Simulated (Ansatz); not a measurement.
The system is SnTe.

```
CELL_PARAMETERS angstrom
0.00000 3.15085 3.15085
3.15085 0.00000 3.15085
3.15085 3.15085 0.00000
ATOMIC_POSITIONS crystal
Te 0.50000 0.50000 0.50000
Sn 0.00000 0.00000 0.00000
```

```yaml
Program: Ansatz 0.2.0
Task: single point
Functional: PBEsol
Potentials_or_basis: all-electron LAPW, scalar-relativistic
Cutoff: 185 eV (chosen from the basis error)
Basis_error_allowed: 0.001 eV/atom
k_mesh: 7 × 7 × 7
Occupations: fermi-dirac, width 0.05 eV
Spin: no spin polarisation
```

On this cell: pressure -0.4 GPa; largest force zero by symmetry; band gap on the k mesh not listed.

The same run follows on a disturbed copy (atoms moved at random, drawn with an rms of 0.05 Å):

```
Te Sn
1.0
     0.00000    3.15085    3.15085
     3.15085    0.00000    3.15085
     3.15085    3.15085    0.00000
Te Sn
1 1
Cartesian
  3.1510 3.2022 3.1652
  -0.0421 0.0002 -0.0197
```

Question: What changes?

Answer: The energy moves by +0.1 meV/atom; pressure -0.3 GPa; largest force 0.010 eV/Å; band gap on the k mesh 0.66 eV, direct.

Forces on the atoms (eV/Å):
```
Te  -0.006 -0.007 -0.005
Sn   0.006  0.007  0.005
```

Caveats: spin-orbit coupling is left out, which moves the levels of the heavy elements (some runs); an odd mesh through Γ misses points on the zone boundary, where band edges often lie (some runs).
